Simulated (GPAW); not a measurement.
# Ge (Fd-3m) in GPAW: notebook, part 2 of 2

GPAW 26.7.0.

### 5 Band structure, PBE

run.py

```python
from ase.dft.bandgap import bandgap
from ase.io import read, write
from gpaw import GPAW

atoms = read('POSCAR')

calc = GPAW(mode='lcao',
            h=0.16,
            basis='dz(dzp)',
            xc='PBE',
            kpts={'size': (8, 8, 8), 'gamma': True},
            occupations={'name': 'fermi-dirac', 'width': 0.05},
            convergence={'density': 1e-05, 'energy': 1e-05},
            maxiter=150,
            txt='gpaw.txt')
atoms.calc = calc
energy = atoms.get_potential_energy()
forces = atoms.get_forces()
calc.write('gs.gpw')
write('result.traj', atoms)
print(f'Energy: {energy:.6f} eV')
print('Forces (eV/A):')
print(forces.round(4))
print('Fermi level:', round(calc.get_fermi_level(), 4), 'eV')
print(f'Gap: {bandgap(calc)[0]:.4f} eV, direct: {bandgap(calc, direct=True)[0]:.4f} eV')

path = atoms.cell.bandpath('GXWKGLUWLK,UX', npoints=80, eps=1e-4)
bs_calc = calc.fixed_density(kpts=path, symmetry='off', txt='bands.txt')
bs = bs_calc.band_structure()
bs.write('bs.json')
print(f'Gap on the path: {bandgap(bs_calc)[0]:.4f} eV')
```

POSCAR

```
Ge
1.0
    0.0000000000      2.8289100000      2.8289100000
    2.8289100000      0.0000000000      2.8289100000
    2.8289100000      2.8289100000      0.0000000000
Ge
2
Direct
    0.7500000000      0.7500000000      0.7500000000
    0.5000000000      0.5000000000      0.5000000000
```

Potentials or basis: GPAW PAW data sets (gpaw-data 1.2.1), lcao:dz(dzp).

Command:

```bash
OMP_NUM_THREADS=1 python run.py
```

gpaw.txt:

```text
__  _  _
 | _ |_)|_||  |
 |__||  | ||/\| - 26.7.0

Input parameters:
  mode=LCAO(),
  basis={'default': 'dz(dzp)'},
  convergence={'density': 1e-05, 'energy': 1e-05},
  h=0.16,
  kpts=MonkhorstPack(size=(8, 8, 8), gamma=True),
  maxiter=150,
  occupations=Occupations(name='fermi-dirac', width=0.05),
  xc=XC(name='PBE')

           Ge

       Ge

Atoms  # Å, Bohr magnetons
|   | symbol |        x |        y |        z |    initial magnetic moments |
|---|--------|----------|----------|----------|-----------------------------|
| 0 |     Ge | 4.243365 | 4.243365 | 4.243365 | ( 0.0000,  0.0000,  0.0000) |
| 1 |     Ge | 2.828910 | 2.828910 | 2.828910 | ( 0.0000,  0.0000,  0.0000) |

Unit cell  # Å
| periodic |        x |        y |        z |  lengths |    angles |
|----------|----------|----------|----------|----------|-----------|
|      yes | 0.000000 | 2.828910 | 2.828910 | 4.000683 | 60.000000 |
|      yes | 2.828910 | 0.000000 | 2.828910 | 4.000683 | 60.000000 |
|      yes | 2.828910 | 2.828910 | 0.000000 | 4.000683 | 60.000000 |

Number of symmetries: 24
Symmetry operations  # r_c * U_cc + t_c -> r_c
|    | kind |            matrix            |
|----|------|------------------------------|
|  0 |  E   |  1, 0, 0,  0, 1, 0,  0, 0, 1 |
|  1 |  σ   |  1, 0, 0,  0, 0, 1,  0, 1, 0 |
|  2 |  σ   |  1, 0,-1,  0, 1,-1,  0, 0,-1 |
|  3 |  C3  |  1, 0,-1,  0, 0,-1,  0, 1,-1 |
|  4 |  C3  |  1,-1, 0,  0,-1, 1,  0,-1, 0 |
|  5 |  σ   |  1,-1, 0,  0,-1, 0,  0,-1, 1 |
|  6 |  σ   |  0, 1, 0,  1, 0, 0,  0, 0, 1 |
|  7 |  C3  |  0, 1, 0,  0, 0, 1,  1, 0, 0 |
|  8 |  C2  |  0, 1,-1,  1, 0,-1,  0, 0,-1 |
|  9 |  S4  |  0, 1,-1,  0, 0,-1,  1, 0,-1 |
| 10 |  C3  |  0, 0, 1,  1, 0, 0,  0, 1, 0 |
| 11 |  σ   |  0, 0, 1,  0, 1, 0,  1, 0, 0 |
| 12 |  S4  |  0, 0,-1,  1, 0,-1,  0, 1,-1 |
| 13 |  C3  |  0, 0,-1,  0, 1,-1,  1, 0,-1 |
| 14 |  S4  |  0,-1, 1,  1,-1, 0,  0,-1, 0 |
| 15 |  C2  |  0,-1, 1,  0,-1, 0,  1,-1, 0 |
| 16 |  C3  |  0,-1, 0,  1,-1, 0,  0,-1, 1 |
| 17 |  S4  |  0,-1, 0,  0,-1, 1,  1,-1, 0 |
| 18 |  S4  | -1, 1, 0, -1, 0, 1, -1, 0, 0 |
| 19 |  C3  | -1, 1, 0, -1, 0, 0, -1, 0, 1 |
| 20 |  C3  | -1, 0, 1, -1, 1, 0, -1, 0, 0 |
| 21 |  S4  | -1, 0, 1, -1, 0, 0, -1, 1, 0 |
| 22 |  σ   | -1, 0, 0, -1, 1, 0, -1, 0, 1 |
| 23 |  C2  | -1, 0, 0, -1, 0, 1, -1, 1, 0 |

BZ-sampling:
  Number of BZ points: 512
  Number of IBZ points: 29

  Monkhorst-Pack size: [8, 8, 8]
  Monkhorst-Pack shift: [0.0625, 0.0625, 0.0625]

K-points  # in reciprocal-cell coordinates
|     |                                coordinates |     weight |
|-----|--------------------------------------------|------------|
|   0 | (  0.00000000,   0.00000000,   0.00000000) | 0.00195312 |
|   1 | (  0.12500000,   0.12500000,   0.00000000) | 0.01171875 |
|   2 | (  0.12500000,   0.12500000,   0.12500000) | 0.01562500 |
|   3 | (  0.25000000,   0.12500000,   0.12500000) | 0.02343750 |
|   4 | (  0.25000000,   0.25000000,   0.00000000) | 0.01171875 |
|   5 | (  0.25000000,   0.25000000,   0.12500000) | 0.04687500 |
|   6 | (  0.25000000,   0.25000000,   0.25000000) | 0.01562500 |
|   7 | (  0.37500000,   0.25000000,  -0.37500000) | 0.04687500 |
|   8 | (  0.37500000,   0.25000000,   0.12500000) | 0.04687500 |
|   9 | (  0.37500000,   0.25000000,   0.25000000) | 0.04687500 |
| ... |                                            |            |
|  28 | (  0.50000000,   0.50000000,   0.50000000) | 0.00781250 |

basis functions: 16
Spin-components: 1 (collinear spins)
Bands:           8
Projectors:      10
Spin-degeneracy: 2
Datatype:        <class 'complex'>

Parallelization:
  kpt:    1
  domain: 1
  band:   1

Density:
  Valence electrons: 8.0
  Components: 1
  Grid points: [20 20 20]
  Charge: 0.0  # |e|

Potential:
  Grid points: [20 20 20]

species:
  Ge:
    name:    Germanium
    Z:       32.0
    valence: 4
    core:    28
    charge:  0.0  # [|e|]
    compensation charges:
      type: gauss
      rc: 0.32  # [Å]
      lmax: 2
    cutoffs:
      filter: 1.77  # [Å]
      core: 3.42  # [Å]
    projectors
    | kind |    occ | energy [eV] | rcut [Å] |
    |------|--------|-------------|----------|
    |   4s |  2.000 |     -11.726 |    1.005 |
    |   4p |  2.000 |      -3.896 |    1.005 |
    |    s |        |      15.485 |    1.005 |
    |    p |        |      23.315 |    1.005 |
[... 78 lines left out ...]
| 15 |  C2  |  0,-1, 1,  0,-1, 0,  1,-1, 0 |
| 16 |  C3  |  0,-1, 0,  1,-1, 0,  0,-1, 1 |
| 17 |  S4  |  0,-1, 0,  0,-1, 1,  1,-1, 0 |
| 18 |  S4  | -1, 1, 0, -1, 0, 1, -1, 0, 0 |
| 19 |  C3  | -1, 1, 0, -1, 0, 0, -1, 0, 1 |
| 20 |  C3  | -1, 0, 1, -1, 1, 0, -1, 0, 0 |
| 21 |  S4  | -1, 0, 1, -1, 0, 0, -1, 1, 0 |
| 22 |  σ   | -1, 0, 0, -1, 1, 0, -1, 0, 1 |
| 23 |  C2  | -1, 0, 0, -1, 0, 1, -1, 1, 0 |

BZ-sampling:
  Number of BZ points: 512
  Number of IBZ points: 29

  Monkhorst-Pack size: [8, 8, 8]
  Monkhorst-Pack shift: [0.0625, 0.0625, 0.0625]

K-points  # in reciprocal-cell coordinates
|     |                                coordinates |     weight |
|-----|--------------------------------------------|------------|
|   0 | (  0.00000000,   0.00000000,   0.00000000) | 0.00195312 |
|   1 | (  0.12500000,   0.12500000,   0.00000000) | 0.01171875 |
|   2 | (  0.12500000,   0.12500000,   0.12500000) | 0.01562500 |
|   3 | (  0.25000000,   0.12500000,   0.12500000) | 0.02343750 |
|   4 | (  0.25000000,   0.25000000,   0.00000000) | 0.01171875 |
|   5 | (  0.25000000,   0.25000000,   0.12500000) | 0.04687500 |
|   6 | (  0.25000000,   0.25000000,   0.25000000) | 0.01562500 |
|   7 | (  0.37500000,   0.25000000,  -0.37500000) | 0.04687500 |
|   8 | (  0.37500000,   0.25000000,   0.12500000) | 0.04687500 |
|   9 | (  0.37500000,   0.25000000,   0.25000000) | 0.04687500 |
| ... |                                            |            |
|  28 | (  0.50000000,   0.50000000,   0.50000000) | 0.00781250 |

basis functions: 16
Spin-components: 1 (collinear spins)
Bands:           8
Projectors:      10
Spin-degeneracy: 2
Datatype:        <class 'complex'>

Parallelization:
  kpt:    1
  domain: 1
  band:   1

Density:
  Valence electrons: 8.0
  Components: 1
  Grid points: [20 20 20]
  Charge: 0.0  # |e|

Potential:
  Grid points: [20 20 20]

species:
  Ge:
    name:    Germanium
    Z:       32.0
    valence: 4
    core:    28
    charge:  0.0  # [|e|]
    compensation charges:
      type: gauss
      rc: 0.32  # [Å]
      lmax: 2
    cutoffs:
      filter: 1.77  # [Å]
      core: 3.42  # [Å]
    projectors
    | kind |    occ | energy [eV] | rcut [Å] |
    |------|--------|-------------|----------|
    |   4s |  2.000 |     -11.726 |    1.005 |
    |   4p |  2.000 |      -3.896 |    1.005 |
    |    s |        |      15.485 |    1.005 |
    |    p |        |      23.315 |    1.005 |
    |    d |        |       0.000 |    1.005 |

    LCAO basis set for Ge:
      Name: dz(dzp)
      File: <dir>
      Number of radial functions: 4
      Number of spherical harmonics: 8
        l=0, rc=6.6406 Bohr: 4s-sz confined orbital
        l=1, rc=8.9688 Bohr: 4p-sz confined orbital
        l=0, rc=3.7500 Bohr: 4s-dz split-valence wave
        l=1, rc=5.3281 Bohr: 4p-dz split-valence wave
      Number of RI-basis functions 0

Reference energy: -114195.275705  # eV

eigensolver:
  <gpaw.new.lcao.eigensolver.LCAOEigensolver object>
density mixing:
  MSR1-Mixer
  Pratt-step length: 0.05
  Maximum mixing coefficient: 0.75
  Old densities: 10
  SVD Regularization: 0.005
  Good broyden scale: 1.0
  Trust region scale: 1.0
  Backstep threshold: 4.0
  History deletion threshold: 6.0
  Fourier metric: weight=20.0, sigma=0.015

occupation numbers:
  Fermi-Dirac:
    width: 0.0500  # eV

FastPoissonSolver using
    Stencil: 12*3+1=37 point O(h^6) finite-difference Laplacian
    FFT axes: [np.int64(0), np.int64(1), np.int64(2)]
    FST axes: []

xc functional:
  name: PBE with 2 nearest neighbor stencil
interpolation: tri-quintic # 5. degree polynomial

convergence criteria:
- Maximum integral of absolute [dens]ity change: 1e-05 electrons / valence electron
- Maximum [total energy] change in last 3 cyles: 1e-05 eV / valence electron
- Maximum integral of absolute [eigenst]ate change: 4e-08 eV^2 / valence electron
maximum number of iterations: 150

SCF iterations
|iter     | |      energy | eigst |  dens |
|---------|-|-------------|-------|-------|
|iter:   1| |   -8.550517 |      c|       |
|iter:   2| |   -8.551283 |      c| -1.08 |
|iter:   3| |   -8.558166 |      c| -1.10 |
|iter:   4| |   -8.559246 |      c| -1.62 |
|iter:   5| |   -8.559251 |      c| -3.43 |
|iter:   6| |   -8.559252c|      c| -3.91 |
|iter:   7| |   -8.559252c|      c| -5.01c|

Converged in 7 steps
Energy contributions relative to reference atoms: (reference = -114195.275705)

Energy contributions:
  Kinetic:          30.411120
  Coulomb:         -27.247397
  Zero:              0.017268
  External:          0.000000
  Xc:              -11.739945
  Entropy:          -0.000596
  Spinorbit:         0.000000
  ----------------------------
  Free energy:      -8.559549
  Extrapolated:     -8.559252

dipole moment: (3.661633, 3.661633, 3.661633)  # |e|*Ang

Fermi level: 6.080
Eigenvalues  # (at kpt = [0.000, 0.000, 0.000])
| band index |      eig [eV] | occ [0-2] |
|------------|---------------|-----------|
|          0 |        -6.838 |     2.000 |
|          1 |         5.998 |     1.674 |
|          2 |         6.043 |     1.357 |
|          3 |         6.043 |     1.355 |
|          4 |         6.043 |     1.355 |
|          5 |         8.858 |     0.000 |
|          6 |         8.858 |     0.000 |
|          7 |         8.858 |     0.000 |

No gap
No difference between direct/indirect transitions

Forces  # eV/Ang
|       x |        y |        z |
|---------|----------|----------|
| 0.00000 | -0.00000 | -0.00000 |  # Ge   0
| 0.00000 |  0.00000 |  0.00000 |  # Ge   1

# Writing to gs.gpw (mode='')
```

Wall time 17 s (1 thread of Arm Neoverse V2, shared host); peak memory 0.16 GiB.

The run converged, but some of its settings lie outside the range that counts as converged, so its numbers aren't taken as properties of the crystal.

Results:

```
Free energy             : -8.5595 eV
Band gap along the path : none (metal or under the smearing width)
```

Caveat: the real-space grid adds noise to forces; the basis of atomic orbitals isn't converged, which shifts pressures, moduli and gaps.

### 6 Density of states, PBEsol+D3(BJ) (atoms moved at random, drawn with an rms of 0.02 Å)

run.py

```python
import numpy as np
from ase import Atoms
from ase.calculators.mixing import SumCalculator
from ase.dft.bandgap import bandgap
from ase.io import write
from ase.units import Bohr, GPa
from dftd3.ase import DFTD3
from gpaw import GPAW, PW, setup_paths
from gpaw.elf import elf_from_dft_calculation

setup_paths.insert(0, '.')

atoms = Atoms(['Ge', 'Ge'],
              cell=[[0.0, 2.82891, 2.82891],
                    [2.82891, 0.0, 2.82891],
                    [2.82891, 2.82891, 0.0]],
              scaled_positions=[[0.747572, 0.75281, 0.747846],
                                [0.495611, 0.502959, 0.502233]],
              pbc=True)

calc = GPAW(mode=PW(600),
            xc='PBEsol',
            kpts={'size': (8, 8, 8), 'gamma': True},
            occupations={'name': 'methfessel-paxton', 'order': 0, 'width': 0.1},
            nbands=11,
            convergence={'density': 1e-05, 'energy': 1e-05},
            maxiter=150,
            txt='gpaw.txt')
atoms.calc = SumCalculator([calc, DFTD3(method='pbesol', damping='d3bj')])
energy = atoms.get_potential_energy()
forces = atoms.get_forces()
stress = atoms.get_stress()
calc.write('gs.gpw')
write('result.traj', atoms)
print(f'Energy: {energy:.6f} eV')
print('Forces (eV/A):')
print(forces.round(4))
print('Stress (GPa):', (stress / GPa).round(3))
print('Fermi level:', round(calc.get_fermi_level(), 4), 'eV')
print(f'Gap: {bandgap(calc)[0]:.4f} eV, direct: {bandgap(calc, direct=True)[0]:.4f} eV')

# fields on the real-space grid
write('density.cube', atoms, data=calc.get_pseudo_density() * Bohr**3)
write('potential.cube', atoms, data=calc.get_electrostatic_potential())
write('elf.cube', atoms, data=elf_from_dft_calculation(calc).data)

dense = calc.fixed_density(kpts={'size': (12, 12, 12), 'gamma': True}, update_fermi_level=True,
                           nbands=21, convergence={'bands': 'CBM+6.0', 'eigenstates': 1e-6}, txt='dos.txt')
ef = dense.get_fermi_level()
dos = dense.dos(shift_fermi_level=False)
energies = np.linspace(ef - 14, ef + 6, 401)
spins = [None]
columns = [energies] + [dos.raw_dos(energies, spin=s, width=0.05) for s in spins]
for symbol, l in [('Ge', 0), ('Ge', 1), ('Ge', 2)]:
    for s in spins:
        columns.append(sum(dos.raw_pdos(energies, a=a.index, l=l, spin=s, width=0.05)
                           for a in atoms if a.symbol == symbol))
np.savetxt('dos.dat', np.array(columns).T, fmt='%.4f')
print('Fermi level on the dense mesh:', round(ef, 4), 'eV')
```

Potentials or basis: PAW data sets generated in the run's folder for this functional, pw.

Command:

```bash
gpaw-setup -f PBEsol Ge
OMP_NUM_THREADS=1 python run.py
```

It took 5 min on 1 thread of Arm Neoverse V1, shared host; peak memory 0.98 GiB.

Results (log left out):

```yaml
Free_energy: -10.3858 eV
Pressure: -0.9 GPa
Largest_force: 0.166 eV/Å
Band_gap_on_the_k_mesh: 0.04 eV, direct
Dispersion_energy_per_atom: -0.273 eV
```

Forces in eV/Å, atoms in the order of the input:
```
Ge   0.140  0.073 -0.053
Ge  -0.140 -0.073  0.053
```

Stress tensor (GPa, compression positive):
```
-0.88 -0.16  0.22
-0.16 -0.88  0.42
 0.22  0.42 -0.88
```

Levels at points of the mesh, in eV from the valence-band top:
```csv
k point,band 1,band 2,band 3,band 4,band 5,band 6,band 7
"(0.00, 0.00, 0.00)",-12.82,-0.11,-0.06,0.00,0.04,2.43,2.51
"(0.00, 0.00, 0.50)",-10.77,-7.59,-1.48,-1.44,0.06,3.62,3.67
"(0.00, 0.50, 0.00)",-10.74,-7.66,-1.50,-1.40,0.09,3.60,3.73
"(0.00, 0.50, 0.50)",-8.99,-8.90,-3.15,-3.11,0.57,0.65,9.44
"(0.50, 0.00, 0.00)",-10.73,-7.70,-1.49,-1.40,0.11,3.61,3.73
"(0.50, 0.00, 0.50)",-8.97,-8.92,-3.14,-3.12,0.59,0.63,9.45
"(0.50, 0.50, 0.00)",-8.96,-8.93,-3.14,-3.12,0.59,0.62,9.45
"(0.50, 0.50, 0.50)",-10.72,-7.71,-1.49,-1.41,0.12,3.62,3.73
```

States per cell in windows of 0.5 eV (zero at the valence-band top; states under -8 eV left out):
```
from (eV)  total
     -8.0   0.48
     -7.5   0.36
     -7.0   0.26
     -6.5   0.16
     -6.0   0.12
     -5.5   0.09
     -5.0   0.09
     -4.5   0.48
     -4.0   0.55
     -3.5   0.65
     -3.0   0.68
     -2.5   0.64
     -2.0   0.61
     -1.5   0.32
     -1.0   0.18
     -0.5   0.07
      0.0   0.03
      0.5   0.23
      1.0   0.47
      1.5   0.86
      2.0   0.42
      2.5   0.60
      3.0   0.51
      3.5   0.74
      4.0   0.51
      4.5   0.94
      5.0   0.41
      5.5   0.60
```

A k mesh can miss the band edges.

### 7 Summary

| task | level | potentials or basis | spin | cell | smearing | band path | band points | spin axis theta (degrees) | spin axis phi (degrees) | soc after scf | gap on the mesh (eV) | pressure (GPa) |
| --- | --- | --- | --- | --- | --- | --- | --- | --- | --- | --- | --- | --- |
| single point | TB-mBJ | GPAW PAW data sets for LDA (gpaw-data 1.2.1), pw | off | as given | fermi-dirac 0.05 eV | - | - | - | - | - | 0.84 | - |
| band structure | AM05 | PAW data sets generated in the run's folder for this functional, pw | SOC, no magnetisation | as given | fermi-dirac 0.05 eV | GXWKGLUWLK,UX | 100 | 54.7 | 45 | second variation | - | 1.1 |
| density of states | PBEsol+D3(BJ) | PAW data sets generated in the run's folder for this functional, pw | off | atoms moved at random, drawn with an rms of 0.02 Å | gaussian 0.1 eV | - | - | - | - | - | 0.04 | -0.9 |

Alike in all rows: k mesh 8 × 8 × 8; cutoff (eV) 600.

Caveats: a model potential gives levels but no total energy (some runs); the PAW data sets were made with another functional, which shifts forces and pressure a little (some runs); spin-orbit coupling was added after a scalar SCF, so levels and gaps hold it while energy, forces, pressure and moments don't (some runs); this program's spin-orbit splittings come out too wide for heavy elements (some runs); this crystal is a semiconductor, whose small gap the functional closes, so the metal is an error of the method (some runs).

Total energies depend on the potentials used, so only differences within one code and one set of settings carry meaning.

### 8 How close it comes

Step 2. Measured gap of Ge: 0.666 eV (indirect; 293 K; “Electronic and optical properties of SixGe1-x-ySny alloys lattice-matched to Ge”, 2021, arxiv:2109.02782). This calculation gives 0.84 eV (+0.18 eV). 2 values of this kind are on record (0.666 to 0.744 eV); this one was drawn at random. Spin-orbit coupling on Ge is left out. The value is that of TB-mBJ on a finite k mesh, which can miss the band edges, without temperature or zero-point motion.

Step 3. Measured gap of Ge: 0.744 eV (indirect; 0 K; “Temperature-dependent photoluminescence in Ge: experiment and theory”, 2020, arxiv:2003.00143). This calculation gives 0.00 eV (-0.74 eV). 3 values of this kind are on record (0.666 to 0.807 eV); this one was drawn at random among those near their median. The value is that of AM05, without temperature or zero-point motion. Semilocal functionals fall short of measured gaps as a rule.
